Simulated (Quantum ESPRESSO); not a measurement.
# Ag (P6_3/mmc) in Quantum ESPRESSO: reference runs, part 2 of 2

Quantum ESPRESSO 7.5. The steps go on from the part before.

### Step 4. Single point, PBEsol, 17.31 Å³/atom

pw.in

```
&CONTROL
  calculation = 'scf'
  prefix = 'pwscf'
  outdir = './tmp'
  pseudo_dir = './pseudo'
  tstress = .true.
  disk_io = 'nowf'
/
&SYSTEM
  ibrav = 0
  nat = 4
  ntyp = 1
  ecutwfc = 56
  ecutrho = 448
  nbnd = 50
  occupations = 'smearing'
  smearing = 'fd'
  degauss = 0.00367493
/
&ELECTRONS
  conv_thr = 8d-10
  electron_maxstep = 120
  mixing_beta = 0.5
/
ATOMIC_SPECIES
Ag   107.8682 ag_pbesol_v1.4.uspp.F.UPF
CELL_PARAMETERS angstrom
   2.8471925156    0.0000000000    0.0000000000
  -1.4235962578    2.4657410479    0.0000000000
   0.0000000000    0.0000000000    9.8648482973
ATOMIC_POSITIONS crystal
Ag     0.0000000000    0.0000000000    0.5000000000
Ag     0.0000000000    0.0000000000    0.0000000000
Ag     0.6666666667    0.3333333333    0.7500000000
Ag     0.3333333333    0.6666666667    0.2500000000
K_POINTS automatic
11 11 3 0 0 0
```

Started as:

```console
$ OMP_NUM_THREADS=1 mpirun -n 2 pw.x -nk 2 -in pw.in > pw.out
```

Wall time 28 s (2 MPI ranks of Intel Xeon 6975P-C (Granite Rapids), shared host); peak memory 0.46 GiB.

It converged, with:

```
Free energy            : -16084.7299 eV
Pressure               : -4.0 GPa
Band gap on the k mesh : none (metal or under the smearing width)
```

### Step 5. Single point, PBEsol, 17.67 Å³/atom

pw.in, as its differences from that of step 4:

```diff
@@ -27,5 +27,5 @@
 CELL_PARAMETERS angstrom
-   2.8471925156    0.0000000000    0.0000000000
-  -1.4235962578    2.4657410479    0.0000000000
-   0.0000000000    0.0000000000    9.8648482973
+   2.8668289465    0.0000000000    0.0000000000
+  -1.4334144733    2.4827466960    0.0000000000
+   0.0000000000    0.0000000000    9.9328838838
 ATOMIC_POSITIONS crystal
```

Started as:

```console
$ OMP_NUM_THREADS=1 mpirun -n 2 pw.x -nk 2 -in pw.in > pw.out
```

It took 25 s on 2 MPI ranks of Intel Xeon 6975P-C (Granite Rapids), shared host; peak memory 0.46 GiB.

Results (log left out):

| Quantity | Value |
| --- | --- |
| Free energy | -16084.6900 eV |
| Pressure | -5.9 GPa |
| Band gap on the k mesh | none (metal or under the smearing width) |

### Step 6. Single point, PBEsol, 18.04 Å³/atom

pw.in, as its differences from that of step 5:

```diff
@@ -27,5 +27,5 @@
 CELL_PARAMETERS angstrom
-   2.8668289465    0.0000000000    0.0000000000
-  -1.4334144733    2.4827466960    0.0000000000
-   0.0000000000    0.0000000000    9.9328838838
+   2.8862000000    0.0000000000    0.0000000000
+  -1.4431000000    2.4995225204    0.0000000000
+   0.0000000000    0.0000000000   10.0000000000
 ATOMIC_POSITIONS crystal
```

Potentials or basis: GBRV 1.5 PBEsol.

Started as:

```console
$ OMP_NUM_THREADS=1 mpirun -n 2 pw.x -nk 2 -in pw.in > pw.out
```

It took 26 s on 2 MPI ranks of Intel Xeon 6975P-C (Granite Rapids), shared host; peak memory 0.48 GiB.

Results (log left out):

| Quantity | Value |
| --- | --- |
| Free energy | -16084.6343 eV |
| Pressure | -7.5 GPa |
| Band gap on the k mesh | none (metal or under the smearing width) |

### Step 7. Single point, PBEsol, 18.40 Å³/atom

pw.in, as its differences from that of step 6:

```diff
@@ -27,5 +27,5 @@
 CELL_PARAMETERS angstrom
-   2.8862000000    0.0000000000    0.0000000000
-  -1.4431000000    2.4995225204    0.0000000000
-   0.0000000000    0.0000000000   10.0000000000
+   2.9053144643    0.0000000000    0.0000000000
+  -1.4526572322    2.5160761321    0.0000000000
+   0.0000000000    0.0000000000   10.0662270956
 ATOMIC_POSITIONS crystal
```

Started as:

```console
$ OMP_NUM_THREADS=1 mpirun -n 2 pw.x -nk 2 -in pw.in > pw.out
```

It took 31 s on 2 MPI ranks of Intel Xeon 6975P-C (Granite Rapids), shared host; peak memory 0.5 GiB.

Results (log left out):

* Free energy: -16084.5648 eV
* Pressure: -8.9 GPa
* Band gap on the k mesh: none (metal or under the smearing width)

### Step 8. Single point, PBEsol, 18.76 Å³/atom

pw.in, as its differences from that of step 7:

```diff
@@ -27,5 +27,5 @@
 CELL_PARAMETERS angstrom
-   2.9053144643    0.0000000000    0.0000000000
-  -1.4526572322    2.5160761321    0.0000000000
-   0.0000000000    0.0000000000   10.0662270956
+   2.9241806713    0.0000000000    0.0000000000
+  -1.4620903357    2.5324147466    0.0000000000
+   0.0000000000    0.0000000000   10.1315940382
 ATOMIC_POSITIONS crystal
```

Started as:

```console
$ OMP_NUM_THREADS=1 mpirun -n 2 pw.x -nk 2 -in pw.in > pw.out
```

Wall time 32 s (2 MPI ranks of Intel Xeon 6975P-C (Granite Rapids), shared host); peak memory 0.5 GiB.

The run converged. Its results:

```yaml
Free_energy: -16084.4840 eV
Pressure: -10.1 GPa
Band_gap_on_the_k_mesh: none (metal or under the smearing width)
```

### Step 9. Single point, PBEsol, 19.12 Å³/atom

pw.in, as its differences from that of step 8:

```diff
@@ -27,5 +27,5 @@
 CELL_PARAMETERS angstrom
-   2.9241806713    0.0000000000    0.0000000000
-  -1.4620903357    2.5324147466    0.0000000000
-   0.0000000000    0.0000000000   10.1315940382
+   2.9428065281    0.0000000000    0.0000000000
+  -1.4714032640    2.5485452117    0.0000000000
+   0.0000000000    0.0000000000   10.1961282242
 ATOMIC_POSITIONS crystal
```

Potentials or basis: GBRV 1.5 PBEsol.

Started as:

```console
$ OMP_NUM_THREADS=1 mpirun -n 2 pw.x -nk 2 -in pw.in > pw.out
```

It took 35 s on 2 MPI ranks of Intel Xeon 6975P-C (Granite Rapids), shared host; peak memory 0.5 GiB.

The run converged. Its results:

```yaml
Free_energy: -16084.3931 eV
Pressure: -11.1 GPa
Band_gap_on_the_k_mesh: none (metal or under the smearing width)
```

### Step 10. Equation of state, PBEsol

Potentials or basis: GBRV 1.5 PBEsol.

No new run: the results of the series are fitted here.

What came out:

```
Equilibrium volume                        : 16.77 Å³/atom (rough: see the caveat)
Bulk modulus at fixed shape and positions : 119 GPa (rough)
```

Energy against volume, from the lowest point:
| volume (Å³/atom) | energy (meV/atom) |
| --- | --- |
| 16.953 | 0.00 |
| 17.314 | 5.40 |
| 17.675 | 15.37 |
| 18.035 | 29.30 |
| 18.396 | 46.67 |
| 18.757 | 66.87 |
| 19.117 | 89.59 |

Caveat: the minimum lies outside the volumes run; the cell was scaled at fixed shape and fractional positions, which overstates the stiffness of a crystal with free parameters, most of all of layers and chains.
